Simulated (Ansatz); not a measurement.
PbF2: changing the functional

```yaml
crystal:
  lattice:
    - [0.00000, 2.96366, 2.96366]
    - [2.96366, 0.00000, 2.96366]
    - [2.96366, 2.96366, 0.00000]
  atoms:
    - { symbol: Pb, position: [0.00000, 0.00000, 0.00000] }
    - { symbol: F, position: [0.75000, 0.75000, 0.75000] }
    - { symbol: F, position: [0.25000, 0.25000, 0.25000] }
```

Kept alike: task equation of state; k mesh 8 × 8 × 8; occupations fermi-dirac, width 0.05 eV; no spin polarisation. Program: Ansatz, Ansatz PAW. Cutoffs run from 420 to 500 eV. The mesh is that of the run's cell of 3 atoms. No spin-orbit coupling.

| run | volume (Å³/atom) | bulk modulus (GPa) |
| --- | --- | --- |
| A | 17.300 | 77.2 |
| B | 18.006 | 67.0 |
| C | 17.103 | 76.3 |

Volume and modulus come from cells scaled at fixed shape and fractions. All rows use potentials made for PBE.

**Question.** The runs differ in the functional (and the cutoff that goes with it) alone: PBE; PBEsol; r2SCAN. Which run is which?

**Answer.** Run A is r2SCAN; run B is PBE; run C is PBEsol. The volume runs from 17.103 (PBEsol) to 18.006 Å³/atom (PBE). From PBE: PBEsol -0.903; r2SCAN -0.706. The bulk modulus runs from 67.0 (PBE) to 77.2 GPa (r2SCAN). From PBE: PBEsol +9.3; r2SCAN +10.2.
